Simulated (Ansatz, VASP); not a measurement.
One calculation of W, two programs

File INCAR:

```
SYSTEM = W
  ALGO = Fast
  EDIFF = 1E-6
  ENCUT = 520
  GGA = PE
  GGA_COMPAT = .False.
  ISIF = 2
  ISMEAR = -1
  LASPH = .True.
  LCHARG = .False.
  LMAXMIX = 4
  LORBIT = 11
  LORBMOM = .True.
  LREAL = .False.
  LSORBIT = .True.
  LWAVE = .False.
  MAGMOM = 0 0 0
  NBANDS = 25
  NELM = 150
  PREC = Accurate
  SIGMA = 0.05
```

File KPOINTS:

```
k-points
0
Gamma
  12 12 12
  0 0 0
```

The input POSCAR:

```
W
1.0
   -1.5823450000      1.5823450000      1.5823450000
    1.5823450000     -1.5823450000      1.5823450000
    1.5823450000      1.5823450000     -1.5823450000
W
1
Direct
    0.0000000000      0.0000000000      0.0000000000
```

Contents of input.yaml:

```yaml
crystal:
  lattice:
    - [-1.582345, 1.582345, 1.582345]
    - [1.582345, -1.582345, 1.582345]
    - [1.582345, 1.582345, -1.582345]
  atoms:
    - { symbol: W, position: [0.0, 0.0, 0.0] }
hamiltonian:
  xc: pbe
  pseudopotentials: { kind: paw_fr }
magnetization:
  noncollinear: true
  spin_orbit: true
kpoints:
  mp_grid: { grid: [12, 12, 12] }
  band_path:
    path:
      - [[0.0, 0.0, 0.0], [0.5, -0.5, 0.5], [0.0, 0.0, 0.5], [0.0, 0.0, 0.0], [0.25, 0.25, 0.25], [0.5, -0.5, 0.5]]
      - [[0.25, 0.25, 0.25], [0.0, 0.0, 0.5]]
    npoints: 14
scf:
  occupations: { method: fermi_dirac, width: 0.05 }
  n_extra_bands: 6
output:
  forces: true
  stress: true
  eigenvalues: true
  fatbands: false
```

Alike in both runs: functional PBE; k mesh 12 × 12 × 12; occupations fermi-dirac, width 0.05 eV; non-collinear spin, spin-orbit coupling.

|  | VASP | Ansatz |
| --- | --- | --- |
| version | VASP 6.6.1 | Ansatz 0.2.0 |
| potentials or method | VASP PAW PBE potentials, release 64 (W_sv) | Ansatz PAW |
| plane-wave cutoff (eV) | 520 | 420 |
| valence electrons in the cell | 14 | 14 |
| task | single point | band structure |

VASP gave:

```
gap on the k mesh at the Fermi level (eV) : none
pressure (GPa)                            : 7.4
net moment per atom (μB)                  : 0.00
```

Q: Which values does Ansatz return?

A: gap on the k mesh at the Fermi level (eV): none; pressure (GPa): 6.3; net moment per atom (μB): 0.00.

A gap of «none» marks a metal or a gap that the smearing closes.
